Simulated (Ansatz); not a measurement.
## Relaxation of GaP

Computed with DFT PBE, scalar-relativistic, plane waves, PAW (Ansatz 0.2.0). (420 eV cutoff, 8×8×6 k-mesh, Gaussian smearing of 0.02 eV, no spin polarisation)

What was changed: biaxial strain in the a-b plane, c and atoms relaxed: +3.0 %.

Command:

```bash
ansatz run input.yaml --threads 1 --pin off --max-ram 2560MiB --backend cpu --events-out ev --progress --plain --runs-dir out
```

Input:

```yaml
crystal:
  lattice:
    - [2.8351352458, 2.8351352458, 0.0]
    - [-2.8351352458, 2.8351352458, 0.0]
    - [0.0, 0.0, 5.4060248765]
  atoms:
    - { symbol: Ga, position: [0.0, 0.0, 0.0] }
    - { symbol: Ga, position: [0.5, 0.5, 0.5] }
    - { symbol: P, position: [0.5, 0.0, 0.75] }
    - { symbol: P, position: [0.0, 0.5, 0.25] }
basis:
  ecutwfc: 420
kpoints:
  mp_grid: { grid: [8, 8, 6] }
hamiltonian:
  xc: pbe
scf:
  occupations: { method: gaussian, width: 0.02 }
output:
  forces: true
  stress: true
  eigenvalues: true
relax:
  adjacent_minimum: "off"
  f_tol: 0.008
  max_steps: 40
  cell: { stress_tol: 0.015, fix: [a, b, gamma] }
```

F is the free energy. Steps run on the plane waves of an earlier cell, but the last one, and at times one on the way, on a freshly chosen basis, so a repeated geometry can differ a little in energy. The held parts of the cell keep their stress, so P needn't end at zero.

Steps:

```tsv
step	F − F(1) (eV)	largest force component (eV/Å)	V (Å³/atom)	P (GPa)
1	0.0000	0.000	21.727	-2.86
2	-0.0016	0.000	21.590	-2.46
3	-0.0017	0.000	21.565	-2.39
4	-0.0016	0.000	21.565	-2.39
```

Relaxed structure:

```yaml
crystal:
  lattice:
    - [2.83514, 2.83514, 0.00000]
    - [-2.83514, 2.83514, 0.00000]
    - [0.00000, 0.00000, 5.36584]
  atoms:
    - { symbol: Ga, position: [0.00000, 0.00000, 0.00000] }
    - { symbol: Ga, position: [0.50000, 0.50000, 0.50000] }
    - { symbol: P, position: [0.50000, 0.00000, 0.75000] }
    - { symbol: P, position: [0.00000, 0.50000, 0.25000] }
```

It takes space group I-4m2 (No. 119, tetragonal). The conventional cell has a = 4.009 Å, b = 4.009 Å, c = 5.366 Å, α = 90.00°, β = 90.00°, γ = 90.00°. Ga (site symmetry -4m2) has 4 P at 2.41 Å as nearest neighbours. P (site symmetry -4m2) has 4 Ga at 2.41 Å as nearest neighbours.

The run converged. The run took 45 s on 1 thread of Intel(R) Xeon(R) Platinum 8488C (Sapphire Rapids), on a shared host, peak memory 0.44 GiB.